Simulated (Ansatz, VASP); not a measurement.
**ScAl3 in VASP and in Ansatz**

```
Sc Al
1.0
     4.10591    0.00000    0.00000
     0.00000    4.10591    0.00000
     0.00000    0.00000    4.10591
Sc Al
1 3
Direct
  0.00000 0.00000 0.00000
  0.50000 0.00000 0.50000
  0.00000 0.50000 0.50000
  0.50000 0.50000 0.00000
```

Alike in both runs: functional PBE; k mesh 12 × 12 × 12; occupations gaussian, width 0.1 eV; no spin polarisation.

Ansatz relaxed the structure, and its values are those at the end. VASP's run is a single point on that final structure, the one shown.

|  | VASP | Ansatz |
| --- | --- | --- |
| version | VASP 6.6.1 | Ansatz 0.2.0 |
| potentials or method | VASP PAW PBE potentials, release 64 (Sc_sv, Al) | scalar-relativistic, plane waves, PAW |
| plane-wave cutoff (eV) | 520 | 420 |
| valence electrons in the cell | 20 | 20 |

```csv
,VASP,Ansatz,Ansatz less VASP
gap on the k mesh at the Fermi level (eV),none,none,-
pressure (GPa),0.0,0.0,-0.01
```

A gap of «none» marks a metal or a gap that the smearing closes.
